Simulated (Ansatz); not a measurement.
The system is Yb.

```
Yb
1.0
    -2.15148    2.15148    2.15148
     2.15148   -2.15148    2.15148
     2.15148    2.15148   -2.15148
Yb
1
Direct
  0.00000 0.00000 0.00000
```

This isn't the form of Yb at room conditions, which is fcc.

Base run:

| Property | Result |
| --- | --- |
| Program | Ansatz 0.2.0 |
| Functional | PBEsol |
| Potentials or basis | all-electron LAPW, scalar-relativistic |
| Cutoff | 184 eV (chosen from the basis error) |
| Basis error allowed | 0.001 eV/atom |
| k mesh | 9 × 9 × 9 |
| Occupations | fermi-dirac, width 0.05 eV |
| Spin | collinear spin, ferromagnetic start |
| Starting moments | [1.0] μB |
| Hubbard terms | Yb f U = 2 eV |

Its results: band gap on the k mesh none (metal or under the smearing width); pressure -2.4 GPa; net moment 0.00 μB per cell.

Problem. The run is repeated on the same cell with these changes: hubbard terms from Yb f U = 2 eV to none. What comes out?

Solution. Band gap on the k mesh none (metal or under the smearing width); pressure -3.4 GPa; net moment 0.00 μB per cell.

Caveats: an open f shell can end in a state above the lowest; spin-orbit coupling is left out, which moves the levels of the heavy elements; the magnetic state may not be the lowest (some runs); U is the effective U less J, on atomic orbitals that reach past the spheres (some runs); the starting moments weren't kept (some runs).
